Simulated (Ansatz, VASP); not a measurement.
# Cross-check of GaAs between VASP and Ansatz

Wanted: the spread between two codes on one cell, functional and k mesh. The cell is taken from a series of VASP runs on this material, whose earlier steps may have relaxed, scaled or displaced it; both programs get it as it stands.

Main program and level: Ansatz 0.2.0; plane waves, with VASP 6.6.1 beside it; relaxation of cell and atoms at HSE06.

**1. The structure**

The structure is cubic, space group F-43m (No. 216). The conventional cell has a = 5.654 Å, b = 5.654 Å, c = 5.654 Å, α = 90.00°, β = 90.00°, γ = 90.00°. Nearest to As lie 4 Ga at 2.45 Å. Ga has 4 As at 2.45 Å nearest. Farther neighbours are not listed.

**2. Ansatz: relaxation of cell and atoms, HSE06**

Ansatz runs on its default PAW (the set named soft_2) files.

The relaxed volume is the usual yardstick between codes: its relative difference is about their pressure difference at one cell divided by the bulk modulus.

File input.yaml:

```yaml
crystal:
  lattice:
    - [0.0, 2.82685, 2.82685]
    - [2.82685, 0.0, 2.82685]
    - [2.82685, 2.82685, 0.0]
  atoms:
    - { symbol: As, position: [0.75, 0.75, 0.75] }
    - { symbol: Ga, position: [0.0, 0.0, 0.0] }
hamiltonian:
  xc: { exchange: pbe, correlation: pbe, exx: { coeff: 0.25, omega: 0.2 } }
  pseudopotentials: { kind: paw }
kpoints:
  mp_grid: { grid: [4, 4, 4] }
scf:
  occupations: { method: gaussian, width: 0.03 }
relax:
  f_tol: 0.01
  max_steps: 60
  cell: { stress_tol: 0.05 }
output:
  forces: true
  stress: true
  write_density: true
  write_potential: true
  elf: true
  volumetric_format: npy
```

On the command line:

```console
$ ansatz run input.yaml --threads 4 --pin off --max-ram 9216MiB --backend cpu --events-out ev --progress --plain --runs-dir out
```

Numbers of over 12 decimals in the logs are rounded to 6 here.

The log of the run:

```text
Engine: ansatz 0.2.0, aarch64-unknown-linux-gnu
Pseudopotentials: kind: paw
Pseudopotential: As, paw, valence charge 15, recommended cutoff 420 eV (normal), As.paw.azcp
Pseudopotential: Ga, paw, valence charge 13, recommended cutoff 420 eV (normal), Ga.paw.azcp
Functional definition: unnamed
  parameter a_1 = 0.25
  parameter omega_1 = 0.2/angstrom
  exchange = pbe_x + (-a_1)*pbe_x_sr(omega_1) + a_1*exact_x_sr(omega_1)
  correlation = pbe_c
Crystal: 2 atoms, lattice volume = 45.179 Å³
Basis set: ecut = 420 eV, 893 PW (Γ), exchange–correlation on 54×54×54 points (8 copies of the dense FFT grid, shifted against one another)
Bands: 18, of which v1, the nominal top of the filled ones, is band 14 counted from 1 (13 counted from 0)
Symmetry: 24 space group operations
Space group: F-43m (ITA 216), of the structure as read, at distance tolerance 3.6e-5 Å
k-points: 8 of 64 (time reversal used)
Non-local potential: As, projectors of the file, l = 0: 2, l = 1: 2, l = 2: 3, l = 3: 1
Non-local potential: Ga, projectors of the file, l = 0: 2, l = 1: 2, l = 2: 3, l = 3: 1
PAW form: soft (Blöchl's): semilocal exchange-correlation on the pseudo side does not see the compensation charge
PAW frozen core: As, regenerated for the run's functional, and the local potential with it (the file was generated under x = pbe(κ = 0.804, μ = 0.219515), c = pbe(β = 0.066725))
PAW frozen core: Ga, regenerated for the run's functional, and the local potential with it (the file was generated under x = pbe(κ = 0.804, μ = 0.219515), c = pbe(β = 0.066725))
PAW one-centre angular grid: As, 590 points (default); XC on 64 Gauss nodes
PAW one-centre angular grid: Ga, 590 points (default); XC on 64 Gauss nodes
Initial density: superposition of atomic densities (neutral atoms: chi_scale 0, normalization atom), corrected by the library's trained network
Initial wavefunctions: pseudopotential atomic-orbital guess
Functional: x = pbe(κ = 0.804, μ = 0.219515), c = pbe(β = 0.066725), warm-up for x = pbe(κ = 0.804, μ = 0.219515) + 0.25 (exact − pbe) at short range (hse, ω = 0.2 Å⁻¹), c = pbe(β = 0.066725)
SCF iter   1: F=—  HF=-8639.661609 eV  |F-HF|=—  |Δ(HF+E_count)|=         —  Δρ=1.60e-3  dr2=4.81e-4  ethr=1.77e-3  ⟨swp⟩=5.8  Hψ=554  notcnv=0
preconditioner: auto → none  [insulator: Δε(μ)=0.511 eV  Ē_g=15.415 eV  σ=0.030 eV  W_gap=1.00  n_scr=14 (ndim 8)  ℏωp=23.4 eV  f_vac=0.086  D(μ)=0.00/eV (n_scr^D=0)]
SCF iter   2: F=—  HF=-8639.661762 eV  |F-HF|=—  |Δ(HF+E_count)|=   1.53e-4  Δρ=6.17e-4  dr2=7.91e-5  ethr=1.72e-6  ⟨swp⟩=4.0  Hψ=445  notcnv=0
SCF iter   3: F=-8639.661795 eV  HF=-8639.661802 eV  |F-HF|=7.42e-6  |Δ(HF+E_count)|=   4.02e-5  Δρ=2.39e-4  dr2=1.30e-5  ethr=2.82e-7  ⟨swp⟩=3.0  Hψ=307  notcnv=0
SCF 1 stopped early in 3 iterations: F = -8639.661795 eV  dr2 = 1.30e-5
  greatest PAW one-centre occupation: 0.999 electrons in one spin orbital (limit 2), on the As atom at site 0 (counted from 0), in its partial waves of l = 2
Initial density: handed on by an earlier stage of this run
Initial wavefunctions: those handed on with the density
Functional: x = pbe(κ = 0.804, μ = 0.219515) + 0.25 (exact − pbe) at short range (hse, ω = 0.2 Å⁻¹), c = pbe(β = 0.066725)
Exchange kernel: α = 0.2500, screened, ω = 0.2000 Å⁻¹, Wigner–Seitz truncation, v(0) = 1102.6811 eV·Å³, q-mesh 4×4×4, nearest image of the exchange supercell L = 15.99 Å, pair-density grid 15×15×15, without the augmentation charges, whose exchange is taken in its separable form by FFT convolution over the k-point mesh (sized by the pseudopotential files, 24×24×24 at the most), smooth part of the exact exchange by density-matrix convolution
Frozen-core exchange: fock
SCF iter   1: F=—  HF=-8641.463621 eV  |F-HF|=—  |Δ(HF+E_count)|=         —  Δρ=1.31e-2  dr2=2.98e-2  ethr=4.64e-7  ⟨swp⟩=6.0  Hψ=730  notcnv=0
preconditioner: auto → none  [insulator: Δε(μ)=1.394 eV  Ē_g=18.169 eV  σ=0.030 eV  W_gap=1.00  n_scr=14 (ndim 8)  ℏωp=23.4 eV  f_vac=0.089  D(μ)=0.00/eV (n_scr^D=0)]
SCF iter   2: F=—  HF=-8641.443407 eV  |F-HF|=—  |Δ(HF+E_count)|=   2.02e-2  Δρ=2.89e-3  dr2=2.33e-3  ethr=4.64e-7  ⟨swp⟩=4.8  Hψ=539  notcnv=0
SCF iter   3: F=—  HF=-8641.452073 eV  |F-HF|=—  |Δ(HF+E_count)|=   8.67e-3  Δρ=3.17e-3  dr2=1.49e-3  ethr=4.64e-7  ⟨swp⟩=4.0  Hψ=522  notcnv=0
SCF iter   4: F=—  HF=-8641.451927 eV  |F-HF|=—  |Δ(HF+E_count)|=   1.45e-4  Δρ=1.14e-3  dr2=2.50e-4  ethr=4.64e-7  ⟨swp⟩=4.0  Hψ=391  notcnv=0
iter 5 solved again at ethr=4.20e-9 eV; its pass at ethr=4.64e-7 eV (dr2=1.18e-6 eV) is discarded
SCF iter   5: F=—  HF=-8641.451940 eV  |F-HF|=—  |Δ(HF+E_count)|=   1.25e-5  Δρ=3.91e-5  dr2=1.47e-5  ethr=4.20e-9  ⟨swp⟩=3.9  Hψ=596  notcnv=0
SCF iter   6: F=—  HF=-8641.452132 eV  |F-HF|=—  |Δ(HF+E_count)|=   1.92e-4  Δρ=2.23e-4  dr2=8.89e-6  ethr=4.20e-9  ⟨swp⟩=5.0  Hψ=456  notcnv=0
SCF iter   7: F=-8641.452124 eV  HF=-8641.452124 eV  |F-HF|=2.37e-7  |Δ(HF+E_count)|=   7.28e-6  Δρ=1.76e-5  dr2=2.14e-7  ethr=4.20e-9  ⟨swp⟩=4.0  Hψ=374  notcnv=0
SCF 2 stopped early in 7 iterations: F = -8641.452124 eV  dr2 = 2.14e-7
hybrid outer 1: dexx = +1.031e-2 eV, tail = 6.41e-5 eV
[...]
SCF iter   7: F=-8641.452217 eV  HF=-8641.452217 eV  |F-HF|=1.46e-11  |Δ(HF+E_count)|=  6.62e-10  Δρ=6.49e-8  dr2=3.66e-10  ethr=1.00e-12  ⟨swp⟩=4.0  Hψ=422  notcnv=0
SCF 3 stopped early in 7 iterations: F = -8641.452217 eV  dr2 = 3.66e-10
hybrid outer 2: dexx = +9.758e-7 eV, tail = 3.01e-8 eV, Δε = 2.88e-3 eV (about 9.68e-5 eV left of the loop's levels)
Exchange kernel: α = 0.2500, screened, ω = 0.2000 Å⁻¹, Wigner–Seitz truncation, v(0) = 1102.6811 eV·Å³, q-mesh 4×4×4, nearest image of the exchange supercell L = 15.99 Å, pair-density grid 15×15×15, without the augmentation charges, whose exchange is taken in its separable form by FFT convolution over the k-point mesh (sized by the pseudopotential files, 24×24×24 at the most), smooth part of the exact exchange by density-matrix convolution
Frozen-core exchange: fock
SCF iter   1: F=—  HF=-8641.452217 eV  |F-HF|=—  |Δ(HF+E_count)|=         —  Δρ=2.11e-6  dr2=1.09e-9  ethr=5.38e-10  ⟨swp⟩=5.4  Hψ=346  notcnv=0
preconditioner: auto → none  [insulator: Δε(μ)=1.491 eV  Ē_g=17.990 eV  σ=0.030 eV  W_gap=1.00  n_scr=14 (ndim 8)  ℏωp=23.4 eV  f_vac=0.088  D(μ)=0.00/eV (n_scr^D=0)]
SCF iter   2: F=—  HF=-8641.452217 eV  |F-HF|=—  |Δ(HF+E_count)|=  1.16e-10  Δρ=4.45e-7  dr2=7.83e-11  ethr=3.32e-12  ⟨swp⟩=4.0  Hψ=442  notcnv=0
SCF iter   3: F=—  HF=-8641.452217 eV  |F-HF|=—  |Δ(HF+E_count)|=  3.27e-10  Δρ=1.45e-7  dr2=1.07e-11  ethr=1.00e-12  ⟨swp⟩=3.0  Hψ=283  notcnv=0
SCF iter   4: F=-8641.452217 eV  HF=-8641.452217 eV  |F-HF|=0.00e0  |Δ(HF+E_count)|=  9.09e-12  Δρ=2.81e-8  dr2=8.16e-13  ethr=1.00e-12  ⟨swp⟩=2.0  Hψ=256  notcnv=0
SCF 4 converged in 4 iterations: F = -8641.452217 eV  dr2 = 8.16e-13
  Residual-converged pass: ⟨swp⟩=3.8  Hψ=469  notcnv=0  max |occ|·‖R‖ = 9.2e-9 eV (tolerance 1.0e-8 eV)  dr2=8.45e-13  dr2_onsite=2.63e-12  max |Δocc| = 4.5e-279
hybrid outer 3: dexx = +3.593e-10 eV, tail = 1.35e-11 eV, Δε = 7.26e-5 eV (about 2.98e-6 eV left of the loop's levels)
relax step   1: F+E_penalty+E_count = -8641.45221655 eV  Δ(F+E_penalty+E_count) = +0.000e0 eV  max|allowed force component| = 1.321e-16 eV/Å  Δτ_max = 0.0000 Å  P = +1.419 GPa  Ω = 45.179 Å³  (21 SCF iters, accepted)
[...]
relax step   2: F+E_penalty+E_count = -8641.45561810 eV  Δ(F+E_penalty+E_count) = -3.402e-3 eV  max|allowed force component| = 3.253e-17 eV/Å  Δτ_max = 0.0000 Å  P = +0.155 GPa  Ω = 45.936 Å³  energy of the carried Pulay correction = -2.711e-4 eV  (17 SCF iters, accepted)
[...]
relax step   3: F+E_penalty+E_count = -8641.45563162 eV  Δ(F+E_penalty+E_count) = -1.353e-5 eV  max|allowed force component| = 4.348e-17 eV/Å  Δτ_max = 0.0000 Å  P = +0.005 GPa  Ω = 46.030 Å³  energy of the carried Pulay correction = -3.046e-4 eV  (14 SCF iters, accepted)
[...]
relax step   4: F+E_penalty+E_count = -8641.45580599 eV  Δ(F+E_penalty+E_count) = -1.744e-4 eV  max|allowed force component| = 4.832e-17 eV/Å  Δτ_max = 0.0000 Å  P = +0.007 GPa  Ω = 46.030 Å³  stress off target by 6.93e-3 GPa  SCF on the basis re-selected at this cell (its energy is not comparable with the rows above)  (11 SCF iters)
basis re-selected at this cell: Δ(F+E_penalty+E_count) = -1.744e-4 eV, ΔP = +0.002 GPa vs the last step (what re-selecting the basis moved, of the pressure what is left beyond the Pulay correction that the steps carried, after the strain that the cell walked since its last selection, with what the two solves' SCF thresholds leave and, on support functions, any second-order correction that the steps lacked; it is no m [...]
hybrid SCF converged: 2 outer / 11 inner (+0 warm-up), last move |dexx| = 2.79e-10 eV, tail = 1.00e-10 eV
Stability not checked: this state was not tested for a lower state beside it, because the functional holds exact exchange (a hybrid, or Hartree-Fock), whose exchange loop this test does not read (fock_operator; see scf.lower_state_search)
Free energy (F): -8641.455806 eV
Frozen-core exchange: fock
Harris-Foulkes:  -8641.455806 eV  (|F-HF|=2.20e-10)
Internal energy: -8641.455806 eV  (E = F + TS)
E sigma→0 (E₀):  -8641.455806 eV
Fermi energy:    8.198623 eV
--- Per-component energies (eV) ---
  E_band       = -392.888231
  E_kinetic    = 217.557774
  E_local      = -3948.398469  (includes V_loc(G=0)·N_el)
  E_nonlocal   = -244.327065
  E_hartree    = 1991.638190
  E_xc         = -118.887774
  E_vxc        = -109.483446  (∫ρ·V_xc dr)
  E_exx        = -109.783163  (= α·E_x^exact, valence–valence)
  E_paw        = -3746.617294  (= ΣΔE_a)
  E_vpaw       = -71.947053  (= ΣTr[D̂ρ^β])
  E_aug_tail   = -0.000106  (compensation charges beyond the density's cutoff)
  E_ewald      = -2681.991036
  E_core_change = -0.646862  (= ΣΔE_core)
  E_smearing   = -0.000000  (= −TS)
  E_closure    = 0.000001  (closes the sum)
  Σ components = -8641.455806   (vs F -8641.455806, Δ=-1.82e-12)
--- Forces (eV/Å), atoms counted from 1 ---
  atom   1  As     0.00000000     0.00000000    -0.00000000
  atom   2  Ga    -0.00000000     0.00000000     0.00000000
  max |Σ_I F_I| component: 9.77e-17 eV/Å
--- Stress (GPa, compression-positive) ---
        0.006928       0.000000       0.000000
        0.000000       0.006928       0.000000
       -0.000000       0.000000       0.006928
  P = ⅓ Tr σ = 0.0069 GPa (0.069 kbar)
--- Band table (eV; the first three rows and the last of 8) ---
  k-point 0: bands = [... 10 lower, -6.2629, 7.5318, 7.5318, 7.5318, 8.8647, 12.0828]
  k-point 1: bands = [... 10 lower, -5.5339, 3.1897, 6.8277, 6.8277, 9.7629, 12.9862]
  k-point 2: bands = [... 10 lower, -4.3940, 0.4327, 6.3273, 6.3273, 9.2835, 13.0045]
  k-point 7: bands = [... 10 lower, -3.5355, 0.4497, 3.7981, 4.0309, 13.0054, 13.1020]
  guard bands above this table: 2 of the run's 18 bands. The solve was not asked for them (output.publish_guard_bands: true or output.eigenvalues: true publishes all)
--- Relaxed structure (3 steps of the walk, 3 accepted, 1 SCFs on fresh bases) ---
  F+E_penalty+E_count = -8641.45580599 eV   max|allowed force component| = 4.832e-17 eV/Å   (the final SCF, on the basis selected at the relaxed cell)
  cell:  # Å, volume = 46.0303 Å³
    - [0, 2.844491, 2.844491]
    - [2.844491, 0, 2.844491]
    - [2.844491, 2.844491, 0]
  atoms:
    - { symbol: As, position: [0.75, 0.75, 0.75] }
    - { symbol: Ga, position: [0, 0, 0] }
```

Elapsed: 16 s, on 4 threads of Arm Neoverse V2, shared host; peak memory 0.74 GiB.

(Part 1 of 2 ends here.)

[Lines on the potential files, build, host, timing and source positions are cut from VASP's logs without a mark.]

[Logs are printed without paths, hosts, clocks, repeated set-up lines and the standing remarks that a program may print on its own settings, such as how far it seeks lower states.]

[Hosts, paths, dates, database ids (printed as entryN), source tags and the programs' standing remarks are cut or masked in the printed files.]
